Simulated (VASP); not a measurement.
# Ti (P6_3/mmc) in VASP: a series of runs, part 2 of 2

VASP 6.6.1. Earlier steps stand in the parts before.

## (6) Relaxation of cell and atoms, PBEsol

This run uses another cell than the first one: it holds 2 atoms, not 8.

The input, INCAR:

```
SYSTEM = Ti
  PREC = Accurate
  ENCUT = 600
  EDIFF = 1E-6
  ISMEAR = -1
  SIGMA = 0.05
  LREAL = .FALSE.
  LASPH = .TRUE.
  NELM = 80
  ALGO = Normal
  ISIF = 3
  LWAVE = .FALSE.
  LCHARG = .FALSE.
  GGA = PS
  IBRION = 2
  NSW = 60
  EDIFFG = -0.01
```

The input, KPOINTS:

```
regular mesh
0
G
  8 8 6
  0 0 0
```

The input, POSCAR:

```
Ti
1.0
    2.9500000000      0.0000000000      0.0000000000
   -1.4750000000      2.5547749412      0.0000000000
    0.0000000000      0.0000000000      4.6800000000
Ti
2
Direct
    0.6666666667      0.3333333333      0.7500000000
    0.3333333333      0.6666666667      0.2500000000
```

Potentials or basis: VASP PAW PBE potentials, release 64 (Ti_sv).

The run is started by

```bash
> cat potpaw_PBE.64/Ti_sv/POTCAR > POTCAR
> mpirun -np 1 vasp_std > vasp.out
```

OUTCAR:

```text
SYSTEM = Ti
   PREC = Accurate
   ENCUT = 600
   EDIFF = 1E-6
   ISMEAR = -1
   LREAL = .FALSE.
   LASPH = .TRUE.
   NELM = 80
   ISIF = 3
   GGA = PS
   IBRION = 2
   NSW = 60
   EDIFFG = -0.01

 ion  position               nearest neighbor table
   1  0.667  0.333  0.750-   2 2.89   2 2.89   2 2.89   2 2.89   2 2.89   2 2.89
   2  0.333  0.667  0.250-   1 2.89   1 2.89   1 2.89   1 2.89   1 2.89   1 2.89

  LATTYP: Found a hexagonal cell.
 ALAT       =     2.9500000000
 C/A-ratio  =     1.5864406780

  Lattice vectors:

 A1 = (   2.9500000000,   0.0000000000,   0.0000000000)
 A2 = (  -1.4750000000,   2.5547749412,   0.0000000000)
 A3 = (   0.0000000000,   0.0000000000,   4.6800000000)

Analysis of symmetry for initial positions (statically):
=====================================================================
 Subroutine PRICEL returns:
 Original cell was already a primitive cell.

 Routine SETGRP: Setting up the symmetry group for a
 hexagonal supercell.

 Subroutine GETGRP returns: Found 24 space group operations
 (whereof 12 operations were pure point group operations)
 out of a pool of 24 trial point group operations.

The static configuration has the point symmetry D_3d.
 The point group associated with its full space group is D_6h.

Analysis of symmetry for dynamics (positions and initial velocities):
=====================================================================
 Subroutine PRICEL returns:
 Original cell was already a primitive cell.

 Routine SETGRP: Setting up the symmetry group for a
 hexagonal supercell.

 Subroutine GETGRP returns: Found 24 space group operations
 (whereof 12 operations were pure point group operations)
 out of a pool of 24 trial point group operations.

The dynamic configuration has the point symmetry D_3d.
 The point group associated with its full space group is D_6h.

 Subroutine INISYM returns: Found 24 space group operations
 (whereof 12 operations are pure point group operations),
 and found     1 'primitive' translations
[... 126 lines left out ...]
 conjugate gradient relaxation of ions
 non-spin polarized calculation
  energy-cutoff  :      600.00
  volume of cell :       35.27
 maximum number of plane-waves:      1194
 NGX is ok and might be reduce to    24

--------------------------------------- Ionic step        1  -------------------------------------------

 number of electron      23.9999997 magnetization

 Free energy of the ion-electron system (eV)
  ---------------------------------------------------
  ext. energy  EPLUGINS =         0.00000000
  ---------------------------------------------------
  free energy    TOTEN  =       -16.65450394 eV

  energy without entropy =      -16.64000998  energy(sigma->0) =      -16.64725696

------------------------ aborting loop because EDIFF is reached ----------------------------------------

  FORCE on cell =-STRESS in cart. coord.  units (eV):
  Direction    XX          YY          ZZ          XY          YZ          ZX
  --------------------------------------------------------------------------------------
  -------------------------------------------------------------------------------------
  Total       -1.2746832     -1.2746832     -1.3876784      0.0000000     -0.0000000      0.0000000
  in kB      -57.9018351    -57.9018351    -63.0345857      0.0000000     -0.0000000      0.0000000
  external PRESSURE =     -59.6127520 kB  Pullay stress =       0.0000000 kB
[... 131 lines left out ...]
--------------------------------------- Ionic step        5  -------------------------------------------

 number of electron      23.9999997 magnetization

 Free energy of the ion-electron system (eV)
  ---------------------------------------------------
  ext. energy  EPLUGINS =         0.00000000
  ---------------------------------------------------
  free energy    TOTEN  =       -16.69151306 eV

  energy without entropy =      -16.67815273  energy(sigma->0) =      -16.68483290

 E-fermi :   8.6440     XC(G=0): -11.8262

 val. band max:        8.5327759141   @ k =   0.3750   0.2500   0.3333
 cond. band min:       8.6477655440   @ k =   0.2500   0.2500   0.3333
 fundamental gap:      0.1149896299
 Fermi energy:         8.6440001663

 k-point     1 :       0.0000    0.0000    0.0000
  band No.  band energies     occupation
      1     -47.9347      2.00000
      2     -47.7704      2.00000
      3     -24.6767      2.00000
      4     -23.9395      2.00000
      5     -23.9395      2.00000
      6     -23.8593      2.00000
[... 433 lines left out ...]
      3     -24.5237      2.00000
      4     -24.4216      2.00000
      5     -24.1424      2.00000
      6     -24.0343      2.00000
[... 8 lines left out ...]
     15       9.7841      0.00000
     16      11.0924      0.00000

 [... further k-points ...]

------------------------ aborting loop because EDIFF is reached ----------------------------------------

  FORCE on cell =-STRESS in cart. coord.  units (eV):
  Direction    XX          YY          ZZ          XY          YZ          ZX
  --------------------------------------------------------------------------------------
  -------------------------------------------------------------------------------------
  Total        0.0051343      0.0051343     -0.0156102      0.0000000     -0.0000000      0.0000000
  in kB        0.2463820      0.2463820     -0.7490883      0.0000000     -0.0000000      0.0000000
  external PRESSURE =      -0.0854414 kB  Pullay stress =       0.0000000 kB
[... 17 lines left out ...]
  FREE ENERGIE OF THE ION-ELECTRON SYSTEM (eV)
  ---------------------------------------------------
  free  energy   TOTEN  =       -16.6915130573 eV

  energy  without entropy=      -16.6781527334  energy(sigma->0) =      -16.68483290

 reached required accuracy - stopping structural energy minimisation
```

It took 98 s on 1 thread of Intel Xeon Platinum 8488C (Sapphire Rapids), shared host; peak memory 0.17 GiB.

Results:

```yaml
Free_energy: -16.6915 eV
Relaxed_volume: 16.69 Å³/atom
Relaxed_cell: a = 2.899 Å, b = 2.899 Å, c = 4.588 Å, α = 90.00°, β = 90.00°, γ = 120.00°
Space_group_after_relaxing_to_0.05_Å: P6_3/mmc (No. 194)
Energy_gained_by_relaxing: 18.5 meV/atom
Ionic_steps: 5
Pressure_after_relaxing: 0.0 GPa
Band_gap_on_the_k_mesh: none (metal or under the smearing width)
```

The path:
| step | energy change (eV) | largest force (eV/Å) | pressure (GPa) | volume (Å³) |
| --- | --- | --- | --- | --- |
| 1 | 0.0000 | 0.0000 | -5.96 | 35.27 |
| 2 | -0.0153 | 0.0000 | 5.31 | 32.03 |
| 3 | -0.0370 | 0.0000 | -0.01 | 33.38 |
| 4 | -0.0370 | 0.0000 | 0.10 | 33.34 |
| 5 | -0.0370 | 0.0000 | -0.01 | 33.39 |

Final structure:
```
CELL_PARAMETERS angstrom
2.89891 0.00000 0.00000
-1.44946 2.51053 0.00000
0.00000 0.00000 4.58758
ATOMIC_POSITIONS crystal
Ti 0.66667 0.33333 0.75000
Ti 0.33333 0.66667 0.25000
```

Caveat: the PAW data sets were made with another functional, which shifts forces and pressure a little.

## (7) For comparison

An earlier run on the cell as given: functional PBE; potentials or basis VASP PAW PBE potentials, release 64 (Ti_sv); cutoff 520 eV; k mesh 10 × 10 × 6; occupations fermi-dirac, width 0.05 eV; no spin polarisation.

* Pressure: -1.7 GPa
* Band gap on the k mesh: none (metal or under the smearing width)

## (8) The runs side by side

```csv
task,level,cell,k mesh,cutoff (eV),ladder,gap on the mesh (eV),pressure (GPa),relaxed volume (Å³/atom)
relaxation of cell and atoms,PBE+D3(BJ),relaxed,8 × 8 × 6,600,gaps,none,0.0,16.47
relaxation of cell and atoms,PBEsol,relaxed,8 × 8 × 6,600,gaps,none,0.0,16.69
single point,PBE,as given,10 × 10 × 6,520,-,none,-1.7,-
```

Alike in all rows: potentials or basis VASP PAW PBE potentials, release 64 (Ti_sv); no spin polarisation; smearing fermi-dirac 0.05 eV.

Caveats: pairwise dispersion overbinds metals, which lowers pressure and volume (some runs); the PAW data sets were made with another functional, which shifts forces and pressure a little (some runs).

Absolute energies hang on the potentials; compare differences alone.
